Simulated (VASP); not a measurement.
Here is a VASP 6.6.1 calculation.

The input INCAR:

```
SYSTEM = CoO
PREC = Accurate
ENCUT = 520
EDIFF = 1E-7
ISMEAR = 0
SIGMA = 0.1
LREAL = .FALSE.
LASPH = .TRUE.
NELM = 150
ALGO = Normal
ISIF = 2
LWAVE = .FALSE.
LCHARG = .TRUE.
ISPIN = 2
MAGMOM = -3 3 0 0
LORBIT = 11
LMAXMIX = 4
GGA = PE
LELF = .TRUE.
LVHAR = .TRUE.
NBANDS = 27
```

File KPOINTS:

```
regular mesh
0
G
  6 6 6
  0 0 0
```

File POSCAR:

```
CoO
1.0
    1.6022198200      0.9250420300      5.1329417200
   -1.6022198200      0.9250420300      5.1329417200
    0.0000000000     -1.8500840700      5.1329417200
Co O
2 2
Direct
    0.9994877600      0.9994877600      0.9994877600
    0.4994905900      0.4994905900      0.4994905900
    0.3754955200      0.3754955200      0.3754955200
    0.8755254700      0.8755254700      0.8755254700
```

Potentials or basis: VASP PAW PBE potentials, release 64 (Co, O).

The run is started by

```sh
$ cat potpaw_PBE.64/Co/POTCAR potpaw_PBE.64/O/POTCAR > POTCAR
$ mpirun -np 1 vasp_std > vasp.out
```

(1) What does it give for the largest force?

(2) What does it give for the net moment?

(3) Estimate the band gap on the k mesh.

Results:

(1) 0.136 eV/Å.

(2) 0.00 μB per cell.

(3) 0.13 eV.
